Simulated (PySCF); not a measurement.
# C2H2Cl2: the cost of one run

Computed with PySCF 2.14.0, with density-fitted response routines of our own, on a single molecule in the gas phase. Atoms count from 0, in the outputs and in this text.

### 1 Starting geometry

6 atoms, charge 0, multiplicity 1; geometry from: MMFF94s.

Bonds of the start (Å): Cl0–C1 1.71, C1–C2 1.33, C2–Cl3 1.71, C1–H4 1.08, C2–H5 1.08.

### 2 Relaxing the molecule at PBE0-D3(BJ)/def2-SVP

Job settings and geometry (Å):

```
{"job": {"xc": "PBE0", "basis": "def2-SVP", "d3": "d3bj", "grid": 1, "kind": "geom"}, "charge": 0, "multiplicity": 1}
Cl     2.116840     0.347664    -0.001935
C      0.558107    -0.361829     0.000799
C     -0.558107     0.361829    -0.000800
Cl    -2.116840    -0.347664     0.001935
H      0.590734    -1.443598     0.003910
H     -0.590734     1.443598    -0.003909
```

On the command line:

```bash
> OMP_NUM_THREADS=1 python probes_run.py task.json out
```

One launch serves the whole session: the jobs run in the order shown.

**Question.** How long does this first job take on 1 thread of Arm Neoverse V2, shared host, and how much memory does it need?

About 6.9 s, with a peak of 0.31 GiB.
